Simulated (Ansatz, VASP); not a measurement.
HfO2: VASP beside Ansatz

```
Hf O
1.0
     0.00000    2.55750    2.55750
     2.55750    0.00000    2.55750
     2.55750    2.55750    0.00000
Hf O
1 2
Direct
  0.00000 0.00000 0.00000
  0.25000 0.25000 0.25000
  0.75000 0.75000 0.75000
```

Measurements of this composition are mostly on another form, of space group No. 14.

Alike in both runs: task single point; functional PBEsol; k mesh 6 × 6 × 6; occupations gaussian, width 0.1 eV; no spin polarisation.

|  | VASP | Ansatz |
| --- | --- | --- |
| version | VASP 6.6.1 | Ansatz 0.2.0 |
| potentials or method | VASP PAW PBE potentials, release 64 (Hf_pv, O) | scalar-relativistic, plane waves, PAW |
| plane-wave cutoff (eV) | 520 | 420 |
| valence electrons in the cell | 22 | 38 |

|  | VASP | Ansatz | Ansatz less VASP |
| --- | --- | --- | --- |
| gap on the k mesh at the Fermi level (eV) | 3.60 | 3.59 | -0.013 |
| least direct gap on the mesh (eV) | 3.60 | 3.59 | -0.013 |
| pressure (GPa) | -13.5 | -10.2 | +3.37 |

The two sets of potentials don't hold the same shells in valence.

Caveats: the PAW data sets were made with another functional, which shifts forces and pressure a little (VASP); spin-orbit coupling is left out, which moves the levels of the heavy elements. A k mesh can miss the band edges.
